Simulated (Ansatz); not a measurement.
# TiSi2: the cost of one run

Program: Ansatz 0.2.0. Level of theory: DFT PBE, scalar-relativistic, plane waves, PAW. These are calculated values, not measurements.

3 further runs of the same task are left out: 1 that didn't finish, 2 set aside as unsound or not needed. Runs told in other sessions of the task aren't counted.

## 1. The structure to begin with

The cell holds 18 atoms (Si12Ti6): a = 6.668 Å, b = 6.453 Å, c = 6.744 Å, α = 90.17°, β = 91.62°, γ = 85.70°.

It is the last frame of an earlier stage of the same melt, run at 2720 K.

Its coordinates follow in the input file.

## 2. A single point on the frame at 2720 K

The electrons keep the Fermi-Dirac width of that temperature.

File input.yaml:

```yaml
crystal:
  lattice:
    - [6.663251, 0.246085, -0.094535]
    - [0.246085, 6.448499, -0.008168]
    - [-0.094535, -0.008168, 6.743254]
  atoms:
    - { symbol: Ti, position: [0.4377578306, 0.2156375423, 0.9356528849] }
    - { symbol: Ti, position: [0.4547398969, 0.7495341924, 0.7193489922] }
    - { symbol: Ti, position: [0.2333188523, 0.435290739, 0.6199146212] }
    - { symbol: Ti, position: [0.7624462487, 0.9941209351, 0.3953685149] }
    - { symbol: Ti, position: [0.0563530282, 0.9899751206, 0.7865919805] }
    - { symbol: Ti, position: [0.1543309782, 0.6311344131, 0.121633153] }
    - { symbol: Si, position: [0.4300407449, 0.9302959665, 0.1816513925] }
    - { symbol: Si, position: [0.6196948987, 0.676013486, 0.3802672319] }
    - { symbol: Si, position: [0.1392756714, 0.8234300378, 0.475392498] }
    - { symbol: Si, position: [0.8935528165, 0.6815668556, 0.610125556] }
    - { symbol: Si, position: [0.0691658475, 0.009949576, 0.1491263256] }
    - { symbol: Si, position: [0.3045816315, 0.2867646934, 0.2413758291] }
    - { symbol: Si, position: [0.4469016389, 0.1121124853, 0.5600001936] }
    - { symbol: Si, position: [0.7107411262, 0.9753410652, 0.9076369145] }
    - { symbol: Si, position: [0.6008136847, 0.5191771884, 0.0297501453] }
    - { symbol: Si, position: [0.6822478551, 0.3591122256, 0.7075505383] }
    - { symbol: Si, position: [0.0269530041, 0.3454788492, 0.9078052095] }
    - { symbol: Si, position: [0.8970409362, 0.3471152588, 0.3469389061] }
basis:
  ecutwfc: 420
kpoints:
  mp_grid: { grid: [4, 4, 4] }
hamiltonian:
  xc: pbe
scf:
  occupations: { method: fermi_dirac, width: 0.2344 }
output:
  forces: true
  stress: true
  eigenvalues: true
  populations: true
```

Started as:

```bash
> ansatz run input.yaml --threads 2 --pin off --max-ram 5120MiB --backend cpu --events-out ev --progress --plain --runs-dir out
```

What time and memory should one allow on 2 threads of AMD EPYC (Zen 3), shared host?

About 2.1 min, with a peak of 0.97 GiB.
